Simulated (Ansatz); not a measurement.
NbAs, 4 atoms in the cell. It takes space group I4_1md (No. 109, tetragonal). The conventional cell has a = 3.452 Å, b = 3.452 Å, c = 11.680 Å, α = 90.00°, β = 90.00°, γ = 90.00°. Around Nb (site symmetry 2mm) lie 6 As at 2.60 to 2.63 Å. As (site symmetry 2mm) is surrounded by 6 Nb at 2.60 to 2.63 Å. 

```yaml
Program: Ansatz 0.2.0
Task: phonons
Functional: PBE
Potentials_or_basis: Ansatz PAW
Cutoff: "420 eV (not typed: the program's choice for these potentials)"
k_mesh: 8 × 8 × 8
Occupations: fermi-dirac, width 0.05 eV
Spin: no spin polarisation
```

Potentials or basis: Ansatz PAW.

Launch:

```bash
$ ansatz run input.yaml --threads 2 --pin off --max-ram 5632MiB --backend cpu --events-out ev --progress --plain --runs-dir out
```

Hardware: 2 threads of Intel(R) Xeon(R) Platinum 8488C (Sapphire Rapids), on a shared host.

Problem. Estimate the wall time of this run.

Solution. Run time: 100 s on 2 threads of Intel(R) Xeon(R) Platinum 8488C (Sapphire Rapids) (shared host), peak memory 1.2 GiB. Counts: scf iterations 10, plane waves 1371, k points 95, bands 34.
